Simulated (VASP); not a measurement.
# SnO (Romarchite) (P4/nmm) in VASP: notebook, part 2 of 3

VASP 6.6.1. The steps go on from the part before.

**3. Electric field gradients, PBEsol**

The input, INCAR:

```
SYSTEM = SnO
  PREC = Accurate
  ENCUT = 700
  EDIFF = 1E-7
  ISMEAR = -1
  SIGMA = 0.02
  LREAL = .False.
  LASPH = .True.
  NELM = 100
  ALGO = Fast
  ISIF = 2
  LWAVE = .False.
  LCHARG = .False.
  GGA = PS
  LEFG = .True.
```

The input, KPOINTS:

```
regular mesh
0
Gamma
  6 6 5
  0 0 0
```

The input, POSCAR:

```
SnO
1.0
    3.7986000000      0.0000000000      0.0000000000
    0.0000000000      3.7986000000      0.0000000000
    0.0000000000      0.0000000000      4.8408000000
Sn O
2 2
Direct
    0.5000000000      0.0000000000      0.2369000000
    0.0000000000      0.5000000000      0.7631000000
    0.0000000000      0.0000000000      0.0000000000
    0.5000000000      0.5000000000      0.0000000000
```

Potentials or basis: VASP PAW PBE potentials, release 64 (Sn_d, O).

The run is started by

```
> cat potpaw_PBE.64/Sn_d/POTCAR potpaw_PBE.64/O/POTCAR > POTCAR
> mpirun -np 1 vasp_std > vasp.out
```

OUTCAR:

```text
SYSTEM = SnO
   PREC = Accurate
   ENCUT = 700
   EDIFF = 1E-7
   ISMEAR = -1
   LREAL = .False.
   LASPH = .True.
   NELM = 100
   ISIF = 2
   GGA = PS

 ion  position               nearest neighbor table
   1  0.500  0.000  0.237-   3 2.22   4 2.22   4 2.22   3 2.22   2 3.53   2 3.53   2 3.53   2 3.53
                             2 3.70   2 3.70   2 3.70   2 3.70
   2  0.000  0.500  0.763-   3 2.22   4 2.22   3 2.22   4 2.22   1 3.53   1 3.53   1 3.53   1 3.53
                             1 3.70   1 3.70   1 3.70   1 3.70
   3  0.000  0.000  0.000-   1 2.22   2 2.22   2 2.22   1 2.22
   4  0.500  0.500  0.000-   1 2.22   2 2.22   1 2.22   2 2.22

  LATTYP: Found a simple tetragonal cell.
 ALAT       =     3.7986000000
 C/A-ratio  =     1.2743642395

  Lattice vectors:

 A1 = (   3.7986000000,   0.0000000000,   0.0000000000)
 A2 = (   0.0000000000,   3.7986000000,   0.0000000000)
 A3 = (   0.0000000000,   0.0000000000,   4.8408000000)

Analysis of symmetry for initial positions (statically):
=====================================================================
[... 859 lines left out ...]
      0.00000      1.89930      3.69401         0.000000      0.000000     -0.290237
      0.00000      0.00000      0.00000         0.000000      0.000000      0.000000
      1.89930      1.89930      0.00000         0.000000      0.000000      0.000000
 -----------------------------------------------------------------------------------
    total drift:                                0.000000      0.000000      0.000000

  FREE ENERGIE OF THE ION-ELECTRON SYSTEM (eV)
  ---------------------------------------------------
  free  energy   TOTEN  =       -24.2171631501 eV

  energy  without entropy=      -24.2167627720  energy(sigma->0) =      -24.21696296

 Electric field gradients (V/A^2)
---------------------------------------------------------------------
 ion       V_xx      V_yy      V_zz      V_xy      V_xz      V_yz
---------------------------------------------------------------------
   1      80.930    80.930  -161.861    -0.000    -0.000    -0.000
   2      80.930    80.930  -161.861     0.000    -0.000     0.000
   3      -0.394    -0.394     0.789     0.000    -0.000     0.000
   4      -0.394    -0.394     0.789    -0.000    -0.000     0.000
---------------------------------------------------------------------

 Electric field gradients after diagonalization (V/A^2)
 (convention: |V_zz| > |V_xx| > |V_yy|)
----------------------------------------------------------------------
 ion       V_xx      V_yy      V_zz     asymmetry (V_yy - V_xx)/ V_zz
----------------------------------------------------------------------
   1      80.930    80.930  -161.861       0.000
   2      80.930    80.930  -161.861       0.000
   3      -0.394    -0.394     0.789       0.000
   4      -0.394    -0.394     0.789       0.000
----------------------------------------------------------------------

           NMR quadrupolar parameters

 Cq : quadrupolar parameter    Cq=e*Q*V_zz/h
 eta: asymmetry parameters     (V_yy - V_xx)/ V_zz
 Q  : nuclear electric quadrupole moment in mb (millibarn)
----------------------------------------------------------------------
 ion       Cq(MHz)       eta       Q (mb)
----------------------------------------------------------------------
   1      -0.391       0.000       1.000
   2      -0.391       0.000       1.000
   3       0.002       0.000       1.000
   4       0.002       0.000       1.000
----------------------------------------------------------------------
```

stdout:

```text
POSCAR found type information on POSCAR SnO
 POSCAR found :  2 types and       4 ions
 scaLAPACK will be used
 -----------------------------------------------------------------------------
|                                                                             |
|                                                                             |
|     You enforced a specific xc type in the INCAR file but a different       |
|     I HOPE YOU KNOW WHAT YOU ARE DOING!                                     |
|                                                                             |
 -----------------------------------------------------------------------------

 LDA part: xc-table for (Slater+PW92), standard interpolation
 POSCAR, INCAR and KPOINTS ok, starting setup
 FFT: planning ... GRIDC
 FFT: planning ... GRID_SOFT
 FFT: planning ... GRID
 WAVECAR not read
 entering main loop
WARNING in EDDRMM: call to ZHEGV failed, returncode =   8  4     24
WARNING in EDDRMM: call to ZHEGV failed, returncode =   8  4     23
WARNING in EDDRMM: call to ZHEGV failed, returncode =   8  4     22
WARNING in EDDRMM: call to ZHEGV failed, returncode =   6  3     22
ion   1

ion   2

ion   3

ion   4
```

Run time: 41 s. Hardware: 1 thread of Intel Xeon 6975P-C (Granite Rapids), shared host; peak memory 0.26 GiB.

What came out:

```
Free energy            : -24.2172 eV
Pressure               : 0.8 GPa
Largest force          : 0.290 eV/Å
Band gap on the k mesh : 0.05 eV, indirect (least direct gap 1.92 eV)
```

Forces on the atoms (eV/Å):
```
Sn   0.000  0.000  0.290
Sn   0.000  0.000 -0.290
O    0.000  0.000  0.000
O    0.000  0.000  0.000
```

Electric field gradients, principal values (V/Å²):
```csv
atom,Vxx,Vyy,Vzz
1 Sn,80.930,80.930,-161.861
2 Sn,80.930,80.930,-161.861
3 O,-0.394,-0.394,0.789
4 O,-0.394,-0.394,0.789
```

Caveat: the PAW data sets were made with another functional, which shifts forces and pressure a little; spin-orbit coupling is left out, which moves the levels of the heavy elements; an odd mesh through Γ misses points on the zone boundary, where band edges often lie.

**4. Electric field gradients, PBEsol**

Edit INCAR of step 3 so:

```diff
@@ -2,3 +2,3 @@
   PREC = Accurate
-  ENCUT = 700
+  ENCUT = 500
   EDIFF = 1E-7
```

KPOINTS is that of step 3.

POSCAR is that of step 3.

Potentials or basis: VASP PAW PBE potentials, release 64 (Sn, O).

The run is started by

```
> cat potpaw_PBE.64/Sn/POTCAR potpaw_PBE.64/O/POTCAR > POTCAR
> mpirun -np 1 vasp_std > vasp.out
```

OUTCAR:

```text
SYSTEM = SnO
   PREC = Accurate
   ENCUT = 500
   EDIFF = 1E-7
   ISMEAR = -1
   LREAL = .False.
   LASPH = .True.
   NELM = 100
   ISIF = 2
   GGA = PS

 ion  position               nearest neighbor table
   1  0.500  0.000  0.237-   3 2.22   4 2.22   4 2.22   3 2.22   2 3.53   2 3.53   2 3.53   2 3.53
                             2 3.70   2 3.70   2 3.70   2 3.70
   2  0.000  0.500  0.763-   3 2.22   4 2.22   3 2.22   4 2.22   1 3.53   1 3.53   1 3.53   1 3.53
                             1 3.70   1 3.70   1 3.70   1 3.70
   3  0.000  0.000  0.000-   1 2.22   2 2.22   2 2.22   1 2.22
   4  0.500  0.500  0.000-   1 2.22   2 2.22   1 2.22   2 2.22

  LATTYP: Found a simple tetragonal cell.
 ALAT       =     3.7986000000
 C/A-ratio  =     1.2743642395

  Lattice vectors:

 A1 = (   3.7986000000,   0.0000000000,   0.0000000000)
 A2 = (   0.0000000000,   3.7986000000,   0.0000000000)
 A3 = (   0.0000000000,   0.0000000000,   4.8408000000)

Analysis of symmetry for initial positions (statically):
=====================================================================
 Subroutine PRICEL returns:
 Original cell was already a primitive cell.

 Routine SETGRP: Setting up the symmetry group for a
 simple tetragonal supercell.

 Subroutine GETGRP returns: Found 16 space group operations
 (whereof  8 operations were pure point group operations)
 out of a pool of 16 trial point group operations.

The static configuration has the point symmetry D_2d.
 The point group associated with its full space group is D_4h.

Analysis of symmetry for dynamics (positions and initial velocities):
=====================================================================
 Subroutine PRICEL returns:
 Original cell was already a primitive cell.

 Routine SETGRP: Setting up the symmetry group for a
 simple tetragonal supercell.

 Subroutine GETGRP returns: Found 16 space group operations
 (whereof  8 operations were pure point group operations)
 out of a pool of 16 trial point group operations.

The dynamic configuration has the point symmetry D_2d.
 The point group associated with its full space group is D_4h.

 Subroutine INISYM returns: Found 16 space group operations
 (whereof  8 operations are pure point group operations),
 and found     1 'primitive' translations

----------------------------------------------------------------------------------------

                                     Primitive cell

  volume of cell :      69.8497

  direct lattice vectors                    reciprocal lattice vectors
     3.798600000  0.000000000  0.000000000     0.263254883  0.000000000  0.000000000
     0.000000000  3.798600000  0.000000000     0.000000000  0.263254883  0.000000000
     0.000000000  0.000000000  4.840800000     0.000000000  0.000000000  0.206577425

  length of vectors
     3.798600000  3.798600000  4.840800000     0.263254883  0.263254883  0.206577425

  position of ions in fractional coordinates (direct lattice)
     0.500000000  0.000000000  0.236900000
     0.000000000  0.500000000  0.763100000
     0.000000000  0.000000000  0.000000000
     0.500000000  0.500000000  0.000000000

  ion indices of the primitive-cell ions
   primitive index   ion index
[... 101 lines left out ...]
   GGA     = PS    functional components
   LHFCALC =     F    Hartree Fock is set to
   AEXX    =    0.0000 exact exchange contribution
   IVDW    =     0    specifies the selected vdW correction
   LEPSILON=     F    determine dielectric tensor
   LRPA    =     F    only Hartree local field effects (RPA)
 non-spin polarized calculation
 RMM-DIIS sequential band-by-band and
  energy-cutoff  :      500.00
  volume of cell :       69.85
 maximum number of plane-waves:      1792
 NGX is ok and might be reduce to    28
   NGX = 13   NGY = 13   NGZ = 17

 number of electron      19.9999987 magnetization

 Free energy of the ion-electron system (eV)
  ---------------------------------------------------
  ext. energy  EPLUGINS =         0.00000000
  ---------------------------------------------------
  free energy    TOTEN  =       -24.33942050 eV

  energy without entropy =      -24.33896933  energy(sigma->0) =      -24.33919491

 E-fermi :   4.9916     XC(G=0): -10.3730

 val. band max:        4.9740907922   @ k =   0.0000   0.0000   0.0000
 cond. band min:       5.0202159644   @ k =   0.5000   0.5000   0.0000
 fundamental gap:      0.0461251722
 Fermi energy:         4.9916128379

 k-point     1 :       0.0000    0.0000    0.0000
  band No.  band energies     occupation
      1     -15.3339      2.00000
      2     -13.0284      2.00000
      3      -2.8201      2.00000
      4      -1.7139      2.00000
      5      -1.4718      2.00000
      6      -1.4718      2.00000
      7       1.4056      2.00000
      8       1.7227      2.00000
      9       1.7227      2.00000
     10       4.9741      1.41203
     11       6.9925      0.00000
     12       9.1923      0.00000
     13       9.6928      0.00000
     14       9.6928      0.00000
[... 377 lines left out ...]
      1     -14.1528      2.00000
      2     -14.1528      2.00000
      3      -2.7420      2.00000
      4      -2.7420      2.00000
      5      -0.5997      2.00000
      6      -0.5997      2.00000
      7       0.0233      2.00000
      8       0.0233      2.00000
      9       3.1521      2.00000
     10       3.1521      2.00000
     11       7.5696      0.00000
     12       7.5696      0.00000
     13      10.4519      0.00000
     14      10.4519      0.00000

 [... further k-points ...]
[... 5 lines left out ...]
  --------------------------------------------------------------------------------------
  -------------------------------------------------------------------------------------
  Total        0.1517883      0.1517883      0.0739453      0.0000000     -0.0000000      0.0000000
  in kB        3.4816452      3.4816452      1.6961209      0.0000000     -0.0000000      0.0000000
  external PRESSURE =       2.8864704 kB  Pullay stress =       0.0000000 kB

 VOLUME and BASIS-vectors are now :
 -----------------------------------------------------------------------------
  energy-cutoff  :      500.00
  volume of cell :       69.85
      direct lattice vectors                 reciprocal lattice vectors
     3.798600000  0.000000000  0.000000000     0.263254883  0.000000000  0.000000000
     0.000000000  3.798600000  0.000000000     0.000000000  0.263254883  0.000000000
     0.000000000  0.000000000  4.840800000     0.000000000  0.000000000  0.206577425

 POSITION                                       TOTAL-FORCE (eV/Angst)
 -----------------------------------------------------------------------------------
      1.89930      0.00000      1.14679        -0.000000     -0.000000      0.240328
      0.00000      1.89930      3.69401         0.000000      0.000000     -0.240328
      0.00000      0.00000      0.00000         0.000000     -0.000000      0.000000
      1.89930      1.89930      0.00000        -0.000000     -0.000000      0.000000
 -----------------------------------------------------------------------------------
    total drift:                                0.000000      0.000000      0.000000

  FREE ENERGIE OF THE ION-ELECTRON SYSTEM (eV)
  ---------------------------------------------------
  free  energy   TOTEN  =       -24.3394204977 eV

  energy  without entropy=      -24.3389693303  energy(sigma->0) =      -24.33919491

 Electric field gradients (V/A^2)
---------------------------------------------------------------------
 ion       V_xx      V_yy      V_zz      V_xy      V_xz      V_yz
---------------------------------------------------------------------
   1      81.423    81.423  -162.847     0.000    -0.000    -0.000
   2      81.423    81.423  -162.847     0.000    -0.000     0.000
   3      -0.407    -0.407     0.815    -0.000     0.000     0.000
   4      -0.407    -0.407     0.815    -0.000     0.000     0.000
---------------------------------------------------------------------

 Electric field gradients after diagonalization (V/A^2)
 (convention: |V_zz| > |V_xx| > |V_yy|)
----------------------------------------------------------------------
 ion       V_xx      V_yy      V_zz     asymmetry (V_yy - V_xx)/ V_zz
----------------------------------------------------------------------
   1      81.423    81.423  -162.847       0.000
   2      81.423    81.423  -162.847       0.000
   3      -0.407    -0.407     0.815       0.000
   4      -0.407    -0.407     0.815       0.000
----------------------------------------------------------------------

           NMR quadrupolar parameters

 Cq : quadrupolar parameter    Cq=e*Q*V_zz/h
 eta: asymmetry parameters     (V_yy - V_xx)/ V_zz
 Q  : nuclear electric quadrupole moment in mb (millibarn)
----------------------------------------------------------------------
 ion       Cq(MHz)       eta       Q (mb)
----------------------------------------------------------------------
   1      -0.394       0.000       1.000
   2      -0.394       0.000       1.000
   3       0.002       0.000       1.000
   4       0.002       0.000       1.000
----------------------------------------------------------------------
```

OSZICAR:

```text
N       E                     dE             d eps       ncg     rms          rms(c)
DAV:   1     0.930495210950E+02    0.93050E+02   -0.85403E+03   840   0.117E+03
DAV:   2    -0.193562201841E+02   -0.11241E+03   -0.10844E+03  1100   0.222E+02
DAV:   3    -0.275797362327E+02   -0.82235E+01   -0.81282E+01  1098   0.677E+01
DAV:   4    -0.276703024505E+02   -0.90566E-01   -0.90504E-01  1002   0.731E+00
DAV:   5    -0.276718763108E+02   -0.15739E-02   -0.15734E-02  1096   0.837E-01    0.111E+01
RMM:   6    -0.244273622371E+02    0.32445E+01   -0.15027E+01   889   0.253E+01    0.456E+00
RMM:   7    -0.243812387624E+02    0.46123E-01   -0.13125E+00   943   0.634E+00    0.251E+00
RMM:   8    -0.243462883990E+02    0.34950E-01   -0.29726E-01   934   0.485E+00    0.719E-01
RMM:   9    -0.243381622976E+02    0.81261E-02   -0.10701E-01  1080   0.171E+00    0.147E-01
RMM:  10    -0.243398780607E+02   -0.17158E-02   -0.15724E-02  1125   0.702E-01    0.162E-01
RMM:  11    -0.243394300185E+02    0.44804E-03   -0.30987E-03  1011   0.375E-01    0.427E-02
RMM:  12    -0.243394132838E+02    0.16735E-04   -0.36052E-04  1054   0.127E-01    0.885E-03
RMM:  13    -0.243394252160E+02   -0.11932E-04   -0.10804E-04  1081   0.617E-02    0.165E-02
RMM:  14    -0.243394198941E+02    0.53218E-05   -0.40947E-05  1063   0.399E-02    0.174E-03
RMM:  15    -0.243394206537E+02   -0.75955E-06   -0.69643E-06  1148   0.155E-02    0.320E-03
RMM:  16    -0.243394204899E+02    0.16379E-06   -0.12037E-06   958   0.661E-03    0.109E-03
RMM:  17    -0.243394204977E+02   -0.78498E-08   -0.43719E-07   858   0.376E-03
   1 F= -.24339420E+02 E0= -.24339195E+02  d E =-.451167E-03
```

It took 14 s on 1 thread of Intel Xeon 6975P-C (Granite Rapids), shared host; peak memory 0.18 GiB.

What came out:

- Free energy: -24.3394 eV
- Pressure: 0.3 GPa
- Largest force: 0.240 eV/Å
- Band gap on the k mesh: 0.05 eV, indirect (least direct gap 1.90 eV)

Forces on the atoms (eV/Å):
```
Sn   0.000  0.000  0.240
Sn   0.000  0.000 -0.240
O    0.000  0.000  0.000
O    0.000  0.000  0.000
```

Levels at points of the mesh, in eV from the valence-band top:
| k point | band 8 | band 9 | band 10 | band 11 | band 12 | band 13 |
| --- | --- | --- | --- | --- | --- | --- |
| (0.00, 0.00, 0.00) | -3.25 | -3.25 | 0.00 | 2.02 | 4.22 | 4.72 |
| (0.50, 0.00, 0.00) | -4.98 | -2.73 | -2.73 | 3.16 | 3.16 | 5.91 |
| (0.50, 0.50, 0.00) | -2.58 | -1.86 | -1.86 | 0.05 | 0.05 | 4.36 |

Electric field gradients, principal values (V/Å²):
| atom | Vxx | Vyy | Vzz |
| --- | --- | --- | --- |
| 1 Sn | 81.423 | 81.423 | -162.847 |
| 2 Sn | 81.423 | 81.423 | -162.847 |
| 3 O | -0.407 | -0.407 | 0.815 |
| 4 O | -0.407 | -0.407 | 0.815 |

Caveat: the PAW data sets were made with another functional, which shifts forces and pressure a little; spin-orbit coupling is left out, which moves the levels of the heavy elements; an odd mesh through Γ misses points on the zone boundary, where band edges often lie.

(Continued in part 3 of 3.)
